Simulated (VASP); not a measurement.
Pd, 1 atom in the cell. The structure is cubic, space group Fm-3m (No. 225). Conventional cell: a = 3.893 Å, b = 3.893 Å, c = 3.893 Å, α = 90.00°, β = 90.00°, γ = 90.00°. Around Pd (site symmetry m-3m) lie 12 Pd at 2.75 Å. 

* Program: VASP 6.6.1
* Task: single point
* Functional: RPBE
* Potentials or basis: VASP PAW PBE potentials, release 64 (Pd)
* Cutoff: 520 eV
* k mesh: 12 × 12 × 12
* Occupations: gaussian, width 0.1 eV
* Spin: no spin polarisation
* Further INCAR settings: ALGO = Normal; EDIFF = 1.00e-07

Potentials or basis: VASP PAW PBE potentials, release 64 (Pd).

Command:

```console
$ python run.py
```

Hardware: 1 thread of Intel(R) Xeon(R) Platinum 8488C (Sapphire Rapids), with other jobs on the host.

Question: Estimate the wall time of this run.

Answer: Wall time 12 s on 1 thread of Intel(R) Xeon(R) Platinum 8488C (Sapphire Rapids), with other jobs on the host, peak memory 0.12 GiB. Counts: scf iterations 12, k points 72.
